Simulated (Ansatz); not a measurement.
The system is Pd.

```
CELL_PARAMETERS angstrom
-1.57228 1.57228 1.57228
1.57228 -1.57228 1.57228
1.57228 1.57228 -1.57228
ATOMIC_POSITIONS crystal
Pd 0.00000 0.00000 0.00000
```

This isn't the form of Pd at room conditions, which is fcc.

Base run:

| Property | Result |
| --- | --- |
| Program | Ansatz 0.2.0 |
| Functional | revPBE |
| Potentials or basis | Ansatz PAW |
| Cutoff | 420 eV (not typed: the program's choice for these potentials) |
| k mesh | 12 × 12 × 12 |
| Occupations | fermi-dirac, width 0.05 eV |
| Spin | no spin polarisation |

Its results: band gap on the k mesh none (metal or under the smearing width); pressure 2.1 GPa.

Problem. After a change of settings the same cell gave: band gap on the k mesh none (metal or under the smearing width); pressure -10.0 GPa. Which change was it?
A. functional from revPBE to r2SCAN; cutoff from 420 eV (not typed: the program's choice for these potentials) to 500 eV (not typed: the program's choice for these potentials)
B. functional from revPBE to RPBE
C. functional from revPBE to BLYP
D. functional from revPBE to PBEsol

Solution. D.

PBEsol binds more tightly than revPBE, so the same cell stands under less pressure.

Caveats: the PAW data sets come from PBE, with cores solved anew for the run's functional, which leaves a small shift of forces and pressure.

Runs at the PBE level aren't shown here.
